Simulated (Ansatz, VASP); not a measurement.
## One calculation of Rb, two programs

```xyz
1
Lattice="0.0000 3.6399 3.6399 3.6399 0.0000 3.6399 3.6399 3.6399 0.0000" Properties=species:S:1:pos:R:3 pbc="T T T"
Rb    0.0000    0.0000    0.0000
```

This isn't the form of Rb at room conditions, which is bcc.

Alike in both runs: task single point; functional LDA; k mesh 5 × 5 × 5; occupations gaussian, width 0.1 eV; no spin polarisation.

|  | VASP | Ansatz |
| --- | --- | --- |
| version | VASP 6.6.1 | Ansatz 0.2.0 |
| potentials or method | VASP PAW LDA potentials, release 64 (Rb_sv) | plane waves, PAW |
| plane-wave cutoff (eV) | 520 | 510 |
| valence electrons in the cell | 9 | 9 |

```csv
,VASP,Ansatz,Ansatz less VASP
gap on the k mesh at the Fermi level (eV),none,none,-
pressure (GPa),-0.5,-0.5,0.00
```

A gap of «none» marks a metal or a gap that the smearing closes.
